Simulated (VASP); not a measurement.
Input of a VASP 6.6.1 run:

Contents of INCAR:

```
SYSTEM = TaN
  ALGO = Fast
  EDIFF = 1E-7
  ENCUT = 520
  GGA = PS
  ISIF = 2
  ISMEAR = 0
  ISPIN = 2
  LASPH = .TRUE.
  LCHARG = .TRUE.
  LDAU = .TRUE.
  LDAUJ = 0 0
  LDAUL = 2 -1
  LDAUPRINT = 1
  LDAUTYPE = 2
  LDAUU = 4 0
  LELF = .TRUE.
  LMAXMIX = 4
  LORBIT = 11
  LREAL = .FALSE.
  LVHAR = .TRUE.
  LWAVE = .FALSE.
  MAGMOM = 0.5 0
  NBANDS = 19
  NELM = 60
  NUPDOWN = 3
  PREC = Accurate
  SIGMA = 0.05
```

KPOINTS

```
k-points
0
G
  7 7 7
  0 0 0
```

Contents of POSCAR:

```
TaN
1.0
    0.0000000000      2.4911437700      2.4911437700
    2.4911437700      0.0000000000      2.4911437700
    2.4911437700      2.4911437700      0.0000000000
Ta N
1 1
Direct
    0.0000000000      0.0000000000      0.0000000000
    0.2500000000      0.2500000000      0.2500000000
```

Potentials or basis: VASP PAW PBE potentials, release 64 (Ta_pv, N).

Command:

```console
$ cat potpaw_PBE.64/Ta_pv/POTCAR potpaw_PBE.64/N/POTCAR > POTCAR
$ mpirun -np 1 vasp_std > vasp.out
```

(1) Predict the pressure.

## Answers

(1) 0.0 GPa.

Caveat: the moment is held away from its start; the PAW data sets were made with another functional, which shifts forces and pressure a little; the total moment is fixed, so each spin has its own Fermi level.
